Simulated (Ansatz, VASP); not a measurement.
# Cross-check of GaSb between VASP and Ansatz, part 2 of 2

Aim: how closely do two programs agree when they are given the same cell, functional and k mesh? The cell is taken from a series of runs on this material, whose earlier steps may have relaxed, scaled, displaced or heated it; both programs get it as it stands.

VASP 6.6.1 and Ansatz 0.2.0.

So far: Starting point; VASP: zone-centre phonons, LDA.

### 2. VASP: zone-centre phonons, LDA (continued)

Level of this step: LDA; plane waves and PAW (Ga_d, Sb) (VASP).

Numbers of over 12 decimals in the logs are rounded to 6 here.

OUTCAR, selected parts (step 2):

```text
ion  position               nearest neighbor table
   1  0.000  0.000  0.000-   2 2.66   2 2.66   2 2.66   2 2.66
   2  0.750  0.750  0.750-   1 2.66   1 2.66   1 2.66   1 2.66

  LATTYP: Found a body centered tetragonal cell.
 ALAT       =     4.4484688061
 C/A-ratio  =     1.3078451371

 Subroutine GETGRP returns: Found  2 space group operations
 (whereof  2 operations were pure point group operations)

The static configuration has the point symmetry C_1h.

   k-points           NKPTS =   1728   k-points in BZ     NKDIM =   1728   number of bands    NBANDS=     15

   dimension x,y,z NGX =    32 NGY =   32 NGZ =   32
   dimension x,y,z NGXF=    64 NGYF=   64 NGZF=   64

   ENCUT  =  500.0 eV  36.75 Ry    6.06 a.u.   7.81  7.81  8.11*2*pi/ulx,y,z

   NELECT =      18.0000    total number of electrons

 k-points in reciprocal lattice and weights: Points of the shifted mesh
   0.04166667  0.04166667  0.04166667       0.001
   0.04166667  0.04166667  0.12500000       0.001
   0.04166667  0.04166667  0.20833333       0.001
   0.04166667  0.04166667  0.29166667       0.001
   0.04166667  0.04166667  0.37500000       0.001
   0.04166667  0.04166667  0.45833333       0.001
   0.04166667  0.04166667  0.54166667       0.001
   0.04166667  0.04166667  0.62500000       0.001
   0.04166667  0.04166667  0.70833333       0.001
[...]
0.95833333  0.95833333  0.87500000       0.001
   0.95833333  0.95833333  0.95833333       0.001

 average (electrostatic) potential at core
       1 -66.9285       2 -88.7158

  Total       -1.0464154     -1.0464154      0.0573376     -0.0010871     -0.0026152     -0.0026153
  in kB      -29.1243828    -29.1243828      1.5958495     -0.0302564     -0.0727889     -0.0727896
  external PRESSURE =     -18.8843054 kB  Pullay stress =       0.0000000 kB

  energy-cutoff  :      500.00
  volume of cell :       57.56
      direct lattice vectors                 reciprocal lattice vectors
     0.000000000  3.145542459  2.908954148    -0.158955095  0.158955095  0.171883081
     3.145542459  0.000000000  2.908954148     0.158955095 -0.158955095  0.171883081
     3.145542459  3.145542459  0.000000000     0.158955095  0.158955095 -0.171883081

 POSITION                                       TOTAL-FORCE (eV/Angst)
 -----------------------------------------------------------------------------------
      0.00014      0.00014      0.00003         0.000144      0.000144      0.000057
      4.71818      4.71818      4.36340        -0.000144     -0.000144     -0.000057
 -----------------------------------------------------------------------------------
    total drift:                                0.000007      0.000007      0.000000

 Eigenvectors and eigenvalues of the dynamical matrix
 ----------------------------------------------------

   1 f  =    6.457392 THz    40.572990 2PiTHz  215.395408 cm-1    26.705615 meV
             X         Y         Z           dx          dy          dz
      0.000138  0.000138  0.000027    -0.563374   -0.563374    0.013540
      4.718175  4.718175  4.363404     0.427160    0.427160   -0.010262

   2 f  =    6.449175 THz    40.521361 2PiTHz  215.121320 cm-1    26.671632 meV
             X         Y         Z           dx          dy          dz
      0.000138  0.000138  0.000027     0.563455   -0.563455    0.000000
      4.718175  4.718175  4.363404    -0.427222    0.427222   -0.000000

   3 f  =    6.387514 THz    40.133931 2PiTHz  213.064517 cm-1    26.416621 meV
             X         Y         Z           dx          dy          dz
      0.000138  0.000138  0.000027    -0.009571   -0.009571   -0.796776
      4.718175  4.718175  4.363404     0.007260    0.007260    0.604035

   4 f/i=    0.005466 THz     0.034344 2PiTHz    0.182327 cm-1     0.022606 meV
             X         Y         Z           dx          dy          dz
      0.000138  0.000138  0.000027     0.011339    0.011339   -0.603910
      4.718175  4.718175  4.363404     0.014957    0.014957   -0.796611

   5 f/i=    0.006006 THz     0.037736 2PiTHz    0.200332 cm-1     0.024838 meV
             X         Y         Z           dx          dy          dz
      0.000138  0.000138  0.000027     0.427222   -0.427222   -0.000000
      4.718175  4.718175  4.363404     0.563455   -0.563455   -0.000000

   6 f/i=    0.006010 THz     0.037761 2PiTHz    0.200468 cm-1     0.024855 meV
             X         Y         Z           dx          dy          dz
      0.000138  0.000138  0.000027     0.427071    0.427071    0.016038
      4.718175  4.718175  4.363404     0.563257    0.563257    0.021151

 ELASTIC MODULI CONTR FROM IONIC RELAXATION (kBar)
 Direction    XX          YY          ZZ          XY          YZ          ZX
 --------------------------------------------------------------------------------
 XX          -0.0037      0.0012     -0.0009     -0.1531      0.6663     -0.2698
 YY           0.0012     -0.0037     -0.0009     -0.3460     -0.0593      0.6511
 ZZ          -0.0009     -0.0009     -0.0024      0.2681      0.3774      0.3570
 XY          -0.1531     -0.3460      0.2681   -170.9015      4.2256     -1.2335
 YZ           0.6663     -0.0593      0.3774      4.2256   -142.7561      2.8113
 ZX          -0.2698      0.6511      0.3570     -1.2335      2.8113   -145.1915
 --------------------------------------------------------------------------------
```

### 3. Ansatz: zone-centre phonons, LDA

Ansatz runs on its PAW soft_1 files.

The same cell, functional (in two slightly different forms), mesh and smearing now go to Ansatz, which takes its cutoff from its data sets.

input.yaml

```yaml
crystal:
  lattice:
    - [0.0, 3.1455424587, 2.9089541478]
    - [3.1455424587, 0.0, 2.9089541478]
    - [3.1455424587, 3.1455424587, 0.0]
  atoms:
    - { symbol: Ga, position: [4.7117e-06, 4.7117e-06, 3.92525e-05] }
    - { symbol: Sb, position: [0.7499952883, 0.7499952883, 0.7499607475] }
kpoints:
  mp_grid: { grid: [12, 12, 12], shift: [0.5, 0.5, 0.5] }
hamiltonian:
  xc: lda
  pseudopotentials: { kind: paw, azcp: { folder: soft_1 }, xc_functional: pbe }
scf:
  occupations: { method: gaussian, width: 0.015 }
output:
  eigenvalues: true
phonons:
  method: dfpt
```

Launch:

```bash
$ ansatz run input.yaml --threads 4 --pin off --max-ram 10240MiB --backend cpu --events-out ev --progress --plain --runs-dir out
```

The log of the run:

```text
Engine: ansatz 0.2.0, aarch64-unknown-linux-gnu
Pseudopotentials: kind: paw
Pseudopotential: Ga, paw, valence charge 13, recommended cutoff 420 eV (normal), soft_1/Ga.paw.azcp
Pseudopotential: Sb, paw, valence charge 15, recommended cutoff 420 eV (normal), soft_1/Sb.paw.azcp
Functional definition: SPW92
  exchange = slater_x
  correlation = pw_c
Crystal: 2 atoms, lattice volume = 57.565 Å³
Basis set: ecut = 420 eV, 1137 PW (Γ), exchange–correlation on 60×60×60 points (8 copies of the dense FFT grid, shifted against one another)
Bands: 18, of which v1, the nominal top of the filled ones, is band 14 counted from 1 (13 counted from 0)
Symmetry: 2 space group operations
k-points: 864 of 1728 (irreducible under 1 space group operation, time reversal used)
Non-local potential: Ga, projectors of the file, l = 0: 2, l = 1: 2, l = 2: 3, l = 3: 1
Non-local potential: Sb, projectors of the file, l = 0: 2, l = 1: 2, l = 2: 2, l = 3: 1
PAW form: soft (Blöchl's): semilocal exchange-correlation on the pseudo side does not see the compensation charge
PAW frozen core: Ga, regenerated for the run's functional, and the local potential with it (the file was generated under x = pbe(κ = 0.804, μ = 0.219515), c = pbe(β = 0.066725))
PAW frozen core: Sb, regenerated for the run's functional, and the local potential with it (the file was generated under x = pbe(κ = 0.804, μ = 0.219515), c = pbe(β = 0.066725))
PAW one-centre angular grid: Ga, 590 points (default); XC on 64 Gauss nodes
PAW one-centre angular grid: Sb, 590 points (default); XC on 64 Gauss nodes
Initial density: superposition of atomic densities (chi_scale 0.1, normalization cell, long waves kept (reshape's long-wave potential 0.00 eV rms))
Initial wavefunctions: pseudopotential atomic-orbital guess
Functional: x = slater, c = lda
SCF iter   1: F=—  HF=-10043.202875 eV  |F-HF|=—  |Δ(HF+E_count)|=         —  Δρ=3.01e-2  dr2=4.31e-1  ethr=3.10e-3  ⟨swp⟩=5.7  Hψ=82757  notcnv=0
preconditioner: auto → none  [insulator: Δε(μ)=0.196 eV  Ē_g=14.773 eV  σ=0.015 eV  W_gap=1.00  n_scr=14 (ndim 8)  ℏωp=20.8 eV  f_vac=0.006  D(μ)=0.00/eV (n_scr^D=0)  ε∞_Penn≈3.0]
SCF iter   2: F=—  HF=-10043.092017 eV  |F-HF|=—  |Δ(HF+E_count)|=   1.11e-1  Δρ=1.34e-2  dr2=6.60e-2  ethr=1.54e-3  ⟨swp⟩=2.1  Hψ=26362  notcnv=0
SCF iter   3: F=—  HF=-10043.083750 eV  |F-HF|=—  |Δ(HF+E_count)|=   8.27e-3  Δρ=4.93e-3  dr2=1.37e-2  ethr=2.36e-4  ⟨swp⟩=3.0  Hψ=29035  notcnv=0
SCF iter   4: F=—  HF=-10043.078001 eV  |F-HF|=—  |Δ(HF+E_count)|=   5.75e-3  Δρ=8.61e-4  dr2=2.42e-4  ethr=4.89e-5  ⟨swp⟩=3.0  Hψ=30178  notcnv=0
SCF iter   5: F=—  HF=-10043.077937 eV  |F-HF|=—  |Δ(HF+E_count)|=   6.39e-5  Δρ=4.24e-4  dr2=3.37e-5  ethr=8.65e-7  ⟨swp⟩=2.0  Hψ=26373  notcnv=0
SCF iter   6: F=—  HF=-10043.077933 eV  |F-HF|=—  |Δ(HF+E_count)|=   3.85e-6  Δρ=2.10e-5  dr2=1.58e-7  ethr=1.20e-7  ⟨swp⟩=2.0  Hψ=24213  notcnv=0
SCF iter   7: F=—  HF=-10043.077933 eV  |F-HF|=—  |Δ(HF+E_count)|=   3.05e-7  Δρ=4.13e-6  dr2=5.50e-9  ethr=5.63e-10  ⟨swp⟩=3.0  Hψ=32574  notcnv=0
SCF iter   8: F=—  HF=-10043.077933 eV  |F-HF|=—  |Δ(HF+E_count)|=  4.20e-10  Δρ=7.71e-7  dr2=2.39e-10  ethr=1.96e-11  ⟨swp⟩=3.0  Hψ=28187  notcnv=0
SCF iter   9: F=-10043.077933 eV  HF=-10043.077933 eV  |F-HF|=1.82e-12  |Δ(HF+E_count)|=  1.13e-10  Δρ=7.10e-8  dr2=1.89e-12  ethr=1.00e-12  ⟨swp⟩=4.7  Hψ=79864  notcnv=0
SCF 1 converged in 9 iterations: F = -10043.077933 eV  dr2 = 1.89e-12
  greatest PAW one-centre occupation: 0.996 electrons in one spin orbital (limit 2), on the Sb atom at site 1 (counted from 0), in its partial waves of l = 2
DFPT response loops at Γ: preconditioner auto → Resta (q_TF=auto, 2.419 Å⁻¹)  ε∞=20.1 (no band partly filled); β = 1.00, the filter's whole step (`scf.mixing.beta` (0.50) is not read by the response loops at its default; to damp them type it under 1.00, their step now; it binds the ground state too); Broyden in place of MSR1
SCF converged after 9 iterations
Free energy (F): -10043.077933 eV
Harris-Foulkes:  -10043.077933 eV  (|F-HF|=1.82e-12)
Internal energy: -10043.077933 eV  (E = F + TS)
E sigma→0 (E₀):  -10043.077933 eV
Fermi energy:    7.567851 eV
--- Per-component energies (eV) ---
  E_band       = -268.874551
  E_kinetic    = 276.645591
  E_local      = -3390.668548  (includes V_loc(G=0)·N_el)
  E_nonlocal   = 302.472512
  E_hartree    = 1729.838562
  E_xc         = -161.071623
  E_vxc        = -147.018302  (∫ρ·V_xc dr)
  E_paw        = -6310.935665  (= ΣΔE_a)
  E_vpaw       = -769.982871  (= ΣTr[D̂ρ^β])
  E_aug_tail   = -0.000084  (compensation charges beyond the density's cutoff)
  E_ewald      = -2491.645970
  E_core_change = 2.287292  (= ΣΔE_core)
  E_smearing   = -0.000000  (= −TS)
  E_closure    = 0.000000  (closes the sum)
  Σ components = -10043.077933   (vs F -10043.077933, Δ=0.00e0)
--- Band table (eV; the first three rows and the last of 864) ---
  k-point 0: bands = [... 10 lower, -4.0431, 6.6511, 7.2544, 7.4932, 7.8794, 10.1057, 10.3559, 10.3781]
  k-point 1: bands = [... 10 lower, -3.9529, 5.6529, 7.1759, 7.2721, 8.3507, 10.4438, 10.5030, 10.6085]
  k-point 2: bands = [... 10 lower, -3.7268, 4.3901, 6.8955, 6.9009, 8.4217, 10.7318, 10.9681, 11.4627]
  k-point 863: bands = [... 10 lower, -2.4548, 1.0769, 5.8630, 6.4819, 7.8463, 10.9688, 11.4928, 13.9269]
--- Phonons (Γ-DFPT): 4 representative perturbations + reference, on 864 of 1728 k-points (Σ response iterations 12) ---
  k mesh reduced under 1 symmetry operation, with k and −k counted as one. Each operation leaves every solved perturbation unchanged. A smaller set is not used because it would not reduce the number of displacements times k-points to solve
  ASR residual: 5.301e-5 → 0.000e0 eV/Å²; symmetrization residual: 1.366e-5 eV/Å²
  ASR residual per site (eV/Å²): 5.30e-5 2.37e-5
  Γ frequencies (cm⁻¹): 0.00 0.00 0.00 211.56 213.38 213.67
  non-analytic LO–TO correction: not included (Born effective charges unavailable; polar crystals: no LO–TO splitting at Γ)
```

Reading the cycles: dr2 is the Hartree energy of the density residual (eV), the measure of convergence; HF is the Harris–Foulkes estimate of the energy, which meets the free energy F at convergence.

### 4. Side by side

Known differences besides the potentials themselves: the two LDA forms differ slightly; the data sets hold 28 valence electrons in Ansatz (on its PAW soft_1 files) and 18 in VASP; the cutoff is 420 eV in Ansatz and 500 eV in VASP; VASP's log shows a relativistic correction to its local exchange, Ansatz's none. Total energies have different zeros and are not compared.

The two programs side by side:

| quantity | Ansatz | VASP | difference |
| --- | --- | --- | --- |
| optical mode 1 (cm⁻¹) | 211.6 | 213.1 | -0.71 % |
| optical mode 2 (cm⁻¹) | 213.4 | 215.1 | -0.81 % |
| optical mode 3 (cm⁻¹) | 213.7 | 215.4 | -0.80 % |

Modes are paired by rising frequency, not by their patterns, so a pair may set unlike modes beside each other; they are those without the splitting of longitudinal modes.

### 5. What came out

| Property | Result |
| --- | --- |
| r.m.s. difference of the optical zone-centre modes, each program's sorted by frequency (zone-centre phonons, LDA) | 1.7 cm⁻¹ |
| difference in optical mode 2 (zone-centre phonons, LDA) | -0.8 % |

**Reading.** The r.m.s. difference of the optical zone-centre modes, each program's sorted by frequency is 1.7 cm⁻¹ (zone-centre phonons, LDA). The data sets hold unlike numbers of valence electrons (28 in Ansatz and 18 in VASP), so part of the differences comes from the potentials. Among the rows given in per cent, the largest difference of the zone-centre phonons, LDA pair is in optical mode 2, -0.8 %. How closely two codes agree says nothing of how well the functional describes the real material.

[Lines on the potential files, build, host, timing and source positions are cut from VASP's logs without a mark.]

[Logs are printed without paths, hosts, clocks, repeated set-up lines and the standing remarks that a program may print on its own settings, such as how far it seeks lower states.]

[Hosts, paths, dates, database ids (printed as entryN), source tags and the programs' standing remarks are cut or masked in the printed files.]
